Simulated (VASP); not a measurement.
# HgTe: single point with PBE+D3(BJ)

HgTe:

```xyz
4
Lattice="4.7602 0.0000 0.0000 0.0000 4.7602 0.0000 0.0000 0.0000 5.0691" Properties=species:S:1:pos:R:3 pbc="T T T"
Hg    0.0000    0.0000    0.0000
Hg    2.3801    2.3801    0.0000
Te    0.0000    2.3801    1.7411
Te    2.3801    0.0000    3.3281
```

The cell was built by a generator and needn't be a form met in nature.

| Item | Value |
| --- | --- |
| Program | VASP 6.6.1 |
| Task | single point |
| Functional | PBE |
| Dispersion | D3(BJ) |
| Potentials or basis | VASP PAW PBE potentials, release 64 (Hg, Te) |
| Cutoff | 520 eV |
| k mesh | 10 × 10 × 10 |
| Occupations | gaussian, width 0.1 eV |
| Spin | no spin polarisation |

```yaml
Pressure: 0.2 GPa
Largest_force: 0.036 eV/Å
Band_gap_on_the_k_mesh: none (metal or under the smearing width)
Dispersion_energy_per_atom: -0.432 eV
```

Forces in eV/Å, atoms in the order of the input:
```
Hg   0.000  0.000  0.000
Hg   0.000  0.000  0.000
Te   0.000  0.000  0.036
Te   0.000  0.000 -0.036
```

Levels at points of the mesh, in eV from the Fermi level:
```tsv
k point	band 15	band 16	band 17	band 18	band 19	band 20	band 21	band 22
(0.00, 0.00, 0.00)	-3.00	-1.34	-1.16	0.40	0.43	0.43	3.92	4.25
(0.50, 0.00, 0.00)	-1.94	-1.94	-1.37	-1.37	2.52	2.52	3.09	3.09
(0.50, 0.50, 0.00)	-1.66	-1.66	-0.76	-0.76	1.18	1.18	2.36	2.36
(0.00, 0.00, 0.50)	-1.40	-1.35	-1.35	-0.84	-0.77	2.55	3.22	3.83
(0.50, 0.00, 0.50)	-0.91	-0.91	-0.64	-0.64	0.43	0.43	3.97	3.97
(0.50, 0.50, 0.50)	-3.72	-3.72	-3.19	-3.19	3.43	3.43	5.80	5.80
```

Run time: 110 s on 1 thread of Intel(R) Xeon(R) 6975P-C (Granite Rapids), on a shared host, peak memory 0.46 GiB.

Caveat: pairwise dispersion overbinds metals, which lowers pressure and volume. Spin-orbit coupling is left out, which matters for the levels of Hg, Te.
